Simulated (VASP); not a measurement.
# HgTe (Coloradoite) (F-43m) in VASP: notebook

The runs below take HgTe (Coloradoite) through single point, relaxation of cell and atoms, with PBE, HF.

All numbers are computed with VASP 6.6.1; they aren't measurements. Logs are shortened: lines on timing, memory, paths and dates and some standing lists are left out, and cuts for length are marked.

## Step 1: The structure

The structure is cubic, space group F-43m (No. 216). The conventional cell has a = 6.429 Å, b = 6.429 Å, c = 6.429 Å, α = 90.00°, β = 90.00°, γ = 90.00°. Hg (site symmetry -43m) has 4 Te at 2.78 Å as nearest neighbours. Around Te (site symmetry -43m) lie 4 Hg at 2.78 Å.

## Step 2: Single point, PBE

Input file INCAR:

```
SYSTEM = HgTe
PREC = Accurate
ENCUT = 520
EDIFF = 1E-7
ISMEAR = 0
SIGMA = 0.027000000000000003
LREAL = .FALSE.
LASPH = .TRUE.
NELM = 80
ALGO = Fast
ISIF = 2
LWAVE = .FALSE.
LCHARG = .FALSE.
GGA = PE
NBANDS = 16
```

Input file KPOINTS:

```
regular mesh
0
G
  7 7 7
  0 0 0
```

Input file POSCAR:

```
HgTe
1.0
    0.0000000000      3.2145000000      3.2145000000
    3.2145000000      0.0000000000      3.2145000000
    3.2145000000      3.2145000000      0.0000000000
Hg Te
1 1
Direct
    0.0000000000      0.0000000000      0.0000000000
    0.7500000000      0.7500000000      0.7500000000
```

Potentials or basis: VASP PAW PBE potentials, release 64 (Hg, Te).

Started as:

```
> cat potpaw_PBE.64/Hg/POTCAR potpaw_PBE.64/Te/POTCAR > POTCAR
> mpirun -np 1 vasp_std > vasp.out
```

OUTCAR:

```text
SYSTEM = HgTe
   PREC = Accurate
   ENCUT = 520
   EDIFF = 1E-7
   ISMEAR = 0
   LREAL = .FALSE.
   LASPH = .TRUE.
   NELM = 80
   ISIF = 2
   GGA = PE

 ion  position               nearest neighbor table
   1  0.000  0.000  0.000-   2 2.78   2 2.78   2 2.78   2 2.78
   2  0.750  0.750  0.750-   1 2.78   1 2.78   1 2.78   1 2.78

  LATTYP: Found a face centered cubic cell.
 ALAT       =     6.4290000000

  Lattice vectors:

 A1 = (   0.0000000000,   3.2145000000,   3.2145000000)
 A2 = (   3.2145000000,   0.0000000000,   3.2145000000)
 A3 = (   3.2145000000,   3.2145000000,   0.0000000000)

Analysis of symmetry for initial positions (statically):
=====================================================================
 Subroutine PRICEL returns:
 Original cell was already a primitive cell.

 Routine SETGRP: Setting up the symmetry group for a
 face centered cubic supercell.

 Subroutine GETGRP returns: Found 24 space group operations
 (whereof 24 operations were pure point group operations)
 out of a pool of 48 trial point group operations.

The static configuration has the point symmetry T_d .

Analysis of symmetry for dynamics (positions and initial velocities):
=====================================================================
 Subroutine PRICEL returns:
 Original cell was already a primitive cell.

 Routine SETGRP: Setting up the symmetry group for a
 face centered cubic supercell.

 Subroutine GETGRP returns: Found 24 space group operations
 (whereof 24 operations were pure point group operations)
 out of a pool of 48 trial point group operations.

The dynamic configuration has the point symmetry T_d .

 Subroutine INISYM returns: Found 24 space group operations
 (whereof 24 operations are pure point group operations),
 and found     1 'primitive' translations

----------------------------------------------------------------------------------------

                                     Primitive cell

  volume of cell :      66.4309

  direct lattice vectors                    reciprocal lattice vectors
     0.000000000  3.214500000  3.214500000    -0.155545186  0.155545186  0.155545186
     3.214500000  0.000000000  3.214500000     0.155545186 -0.155545186  0.155545186
     3.214500000  3.214500000  0.000000000     0.155545186  0.155545186 -0.155545186

  length of vectors
     4.545989496  4.545989496  4.545989496     0.269412165  0.269412165  0.269412165

[... 74 lines left out ...]
   NELM   =     80;   NELMIN=  2; NELMDL= -5     # of ELM steps
   EDIFF  = 0.1E-06   stopping-criterion for ELM
   LREAL  =      F    real-space projection
   EDIFFG = 0.1E-05   stopping-criterion for IOM
   NSW    =      0    number of steps for IOM
   IBRION =     -1    ionic relax: 0-MD 1-quasi-New 2-CG
   NFREE  =      0    steps in history (QN), initial steepest desc. (CG)
   ISIF   =      2    stress and relaxation
   ISYM   =      2    0-nonsym 1-usesym 2-fastsym
   POTIM  = 0.5000    time-step for ionic-motion
   TEBEG  =    0.0;   TEEND  =   0.0 temperature during run
   PSTRESS=    0.0 pullay stress
   NELECT =      18.0000    total number of electrons
   NUPDOWN=      -1.0000    fix difference up-down
   EMIN   =  10.00;   EMAX   =-10.00  energy-range for DOS
   EFERMI =   0.00;   METHOD = LEGACY
   ISMEAR =     0;   SIGMA  =   0.03  broadening in eV -4-tet -1-fermi 0-gaus
   EFERMI_NEDOS =   21; number of points for ismear=-14 and -15
   IALGO  =     68    algorithm
   IMIX   =      4    mixing-type and parameters
     AMIX     =   0.40;   BMIX     =  1.00
     AMIX_MAG =   1.60;   BMIX_MAG =  1.00
  volume/ion in A,a.u.               =      33.22       224.15
  Fermi-wavevector in a.u.,A,eV,Ry     =   1.059357  2.001894 15.268958  1.122237
  Thomas-Fermi vector in A             =   2.194699
   LORBIT       =      0    0 simple, 1 ext, 2 COOP (PROOUT), +10 PAW based schemes
   GGA     = PE    functional components
   LHFCALC =     F    Hartree Fock is set to
   AEXX    =    0.0000 exact exchange contribution
   IVDW    =     0    specifies the selected vdW correction
   LEPSILON=     F    determine dielectric tensor
   LRPA    =     F    only Hartree local field effects (RPA)
 non-spin polarized calculation
 RMM-DIIS sequential band-by-band and
 Gauss-broadening in eV      SIGMA  =   0.03
  energy-cutoff  :      520.00
  volume of cell :       66.43
 maximum number of plane-waves:      1808
 NGX is ok and might be reduce to    36
   NGX = 17   NGY = 17   NGZ = 17

 number of electron      18.0000000 magnetization

 Free energy of the ion-electron system (eV)
  ---------------------------------------------------
  ext. energy  EPLUGINS =         0.00000000
  ---------------------------------------------------
  free energy    TOTEN  =        -3.55130634 eV

  energy without entropy =       -3.55118491  energy(sigma->0) =       -3.55124563

 E-fermi :   3.2831     XC(G=0):  -8.8171

 val. band max:        3.2749186592   @ k =   0.0000   0.0000   0.0000
 cond. band min:       4.0012756188   @ k =   0.4286   0.0000   0.0000
 fundamental gap:      0.7263569596
 Fermi energy:         3.2831420411

 k-point     1 :       0.0000    0.0000    0.0000
  band No.  band energies     occupation
      1      -8.8313      2.00000
      2      -4.1791      2.00000
      3      -4.1791      2.00000
      4      -4.1791      2.00000
      5      -3.6295      2.00000
      6      -3.6295      2.00000
[... 357 lines left out ...]
      3      -3.9076      2.00000
      4      -3.7002      2.00000
      5      -3.6433      2.00000
      6      -3.0520      2.00000
[... 8 lines left out ...]
     15      13.3843      0.00000
     16      15.1720      0.00000

------------------------ aborting loop because EDIFF is reached ----------------------------------------

  FORCE on cell =-STRESS in cart. coord.  units (eV):
  Direction    XX          YY          ZZ          XY          YZ          ZX
  --------------------------------------------------------------------------------------
  -------------------------------------------------------------------------------------
  Total        1.9243005      1.9243005      1.9243005     -0.0000000      0.0000000     -0.0000000
  in kB       46.4101743     46.4101743     46.4101743     -0.0000000      0.0000000     -0.0000000
  external PRESSURE =      46.4101743 kB  Pullay stress =       0.0000000 kB

 VOLUME and BASIS-vectors are now :
 -----------------------------------------------------------------------------
  energy-cutoff  :      520.00
  volume of cell :       66.43
      direct lattice vectors                 reciprocal lattice vectors
     0.000000000  3.214500000  3.214500000    -0.155545186  0.155545186  0.155545186
     3.214500000  0.000000000  3.214500000     0.155545186 -0.155545186  0.155545186
     3.214500000  3.214500000  0.000000000     0.155545186  0.155545186 -0.155545186

 POSITION                                       TOTAL-FORCE (eV/Angst)
 -----------------------------------------------------------------------------------
      0.00000      0.00000      0.00000        -0.000000     -0.000000     -0.000000
      4.82175      4.82175      4.82175         0.000000      0.000000      0.000000
 -----------------------------------------------------------------------------------
    total drift:                                0.000000      0.000000      0.000000

  FREE ENERGIE OF THE ION-ELECTRON SYSTEM (eV)
  ---------------------------------------------------
  free  energy   TOTEN  =        -3.5513063415 eV

  energy  without entropy=       -3.5511849105  energy(sigma->0) =       -3.55124563
```

stdout:

```text
POSCAR found type information on POSCAR HgTe
 POSCAR found :  2 types and       2 ions
 scaLAPACK will be used
 LDA part: xc-table for (Slater+PW92), standard interpolation
 POSCAR, INCAR and KPOINTS ok, starting setup
 FFT: planning ... GRIDC
 FFT: planning ... GRID_SOFT
 FFT: planning ... GRID
 WAVECAR not read
 entering main loop
```

It took 12 s on 1 thread of Intel Xeon 6975P-C (Granite Rapids), shared host; peak memory 0.21 GiB.

What came out:

```
Free energy            : -3.5513 eV
Pressure               : 4.6 GPa
Band gap on the k mesh : none (metal or under the smearing width)
```

Levels at points of the mesh, in eV from the Fermi level:
```
           k point  band 7  band 8  band 9  band 10  band 11  band 12
(0.00, 0.00, 0.00)   -0.69   -0.01   -0.01    -0.01     4.19     4.19
```

The run has no spin-orbit coupling, so splittings on Hg, Te are missing.

## Step 3: Relaxation of cell and atoms, HF

POSCAR is that of step 2.

Input file INCAR.step1:

```
PREC     = Accurate       # precision mode
ENCUT    = 600            # plane-wave cutoff, eV
EDIFF    = 1E-5           # SCF threshold, eV
ISMEAR   = -1             # smearing method
SIGMA    = 0.05           # smearing width, eV
LREAL    = F              # projectors in reciprocal space
LASPH    = T              # aspherical terms in the spheres
NELM     = 80             # most SCF steps
ALGO     = Normal         # electronic algorithm
LWAVE    = T              # write WAVECAR
LCHARG   = F              # write CHGCAR
GGA      = PE             # functional
```

Input file INCAR.step2:

```
PREC     = Accurate       # precision mode
ENCUT    = 600            # plane-wave cutoff, eV
EDIFF    = 1E-7           # SCF threshold, eV
ISMEAR   = -1             # smearing method
SIGMA    = 0.05           # smearing width, eV
LREAL    = F              # projectors in reciprocal space
LASPH    = T              # aspherical terms in the spheres
NELM     = 80             # most SCF steps
ALGO     = Normal         # electronic algorithm
ISIF     = 3              # what is computed and relaxed
LWAVE    = F              # write WAVECAR
LCHARG   = F              # write CHGCAR
GGA      = PE             # functional
LHFCALC  = T              # exact exchange
AEXX     = 1.0            # exact-exchange fraction
ALDAC    = 0.0          
AGGAC    = 0.0          
PRECFOCK = Normal       
HFRCUT   = -1           
IBRION   = 2              # ionic algorithm
NSW      = 40             # ionic steps
EDIFFG   = -0.01          # ionic threshold
ISTART   = 1
```

Input file KPOINTS:

```
regular mesh
0
Gamma
  4 4 4
```

Potentials or basis: VASP PAW PBE potentials, release 64 (Hg, Te).

Started as:

```
> cat potpaw_PBE.64/Hg/POTCAR potpaw_PBE.64/Te/POTCAR > POTCAR
> cp INCAR.step1 INCAR
> mpirun -np 1 vasp_std > vasp.out
> cp INCAR.step2 INCAR
> mpirun -np 1 vasp_std > vasp.out
```

Wall time 26 min (1 thread of Intel Xeon 6975P-C (Granite Rapids), shared host); peak memory 0.23 GiB.

It converged, with:

- Free energy: -10.6922 eV
- Relaxed volume: 36.72 Å³/atom
- Relaxed cell: a = 4.701 Å, b = 4.701 Å, c = 4.701 Å, α = 60.00°, β = 60.00°, γ = 60.00°
- Space group after relaxing (to 0.05 Å): F-43m (No. 216)
- Energy gained by relaxing: 53.5 meV/atom
- Ionic steps: 3
- Pressure after relaxing: 0.0 GPa
- Band gap on the k mesh: 4.68 eV, direct

Step by step:
```tsv
step	energy change (eV)	largest force (eV/Å)	pressure (GPa)	volume (Å³)
1	0.0000	0.0000	5.36	66.43
2	-0.0777	0.0000	-2.11	77.70
3	-0.1071	0.0000	0.00	73.45
```

Final structure:
```yaml
crystal:
  lattice:
    - [0.00000, 3.32392, 3.32392]
    - [3.32392, 0.00000, 3.32392]
    - [3.32392, 3.32392, 0.00000]
  atoms:
    - { symbol: Hg, position: [0.00000, 0.00000, 0.00000] }
    - { symbol: Te, position: [0.75000, 0.75000, 0.75000] }
```

Levels at points of the mesh, in eV from the valence-band top:
| k point | band 7 | band 8 | band 9 | band 10 | band 11 | band 12 |
| --- | --- | --- | --- | --- | --- | --- |
| (0.00, 0.00, 0.00) | 0.00 | 0.00 | 0.00 | 4.68 | 10.86 | 10.86 |
| (0.50, 0.00, 0.00) | -6.21 | -1.10 | -1.10 | 6.48 | 11.62 | 11.62 |
| (0.50, 0.50, 0.00) | -6.20 | -2.55 | -2.55 | 8.08 | 8.13 | 15.22 |

Caveat: the k mesh is coarse (spacing up to 0.42 Å⁻¹), so the values aren't converged, least of all with exact exchange; the PAW data sets were made with another functional, which shifts forces and pressure a little; spin-orbit coupling is left out, which moves the levels of the heavy elements; the volume moved by +11 % from the deposited cell, more than functionals usually miss. Zero-point motion and thermal expansion aren't in these numbers.

## Step 4: The reference run

An earlier run on the cell as given: functional PBE; potentials or basis VASP PAW PBE potentials, release 64 (Hg, Te); cutoff 520 eV; k mesh 7 × 7 × 7; occupations fermi-dirac, width 0.05 eV; no spin polarisation.

- Pressure: 4.6 GPa
- Band gap on the k mesh: none (metal or under the smearing width)

## Step 5: Overview

| task | level | cell | k mesh | cutoff (eV) | smearing | grid for exact exchange (PRECFOCK) | exchange at q = 0 | mesh quality | gap on the mesh (eV) | pressure (GPa) |
| --- | --- | --- | --- | --- | --- | --- | --- | --- | --- | --- |
| single point | PBE | as given | 7 × 7 × 7 | 520 | gaussian 0.027 eV | - | - | not flagged | none | 4.6 |
| relaxation of cell and atoms | HF | relaxed | 4 × 4 × 4 | 600 | fermi-dirac 0.05 eV | Normal | truncated | coarse | 4.68 | 0.0 |
| single point | PBE | as given | 7 × 7 × 7 | 520 | fermi-dirac 0.05 eV | - | - | not flagged | none | 4.6 |

Alike in all rows: potentials or basis VASP PAW PBE potentials, release 64 (Hg, Te); no spin polarisation.

Caveats: some runs use coarse meshes; the PAW data sets were made with another functional, which shifts forces and pressure a little (some runs); spin-orbit coupling is left out, which moves the levels of the heavy elements (some runs); the volume moved by +11 % from the deposited cell, more than functionals usually miss (some runs).

Total energies depend on the potentials used, so only differences within one code and one set of settings carry meaning.
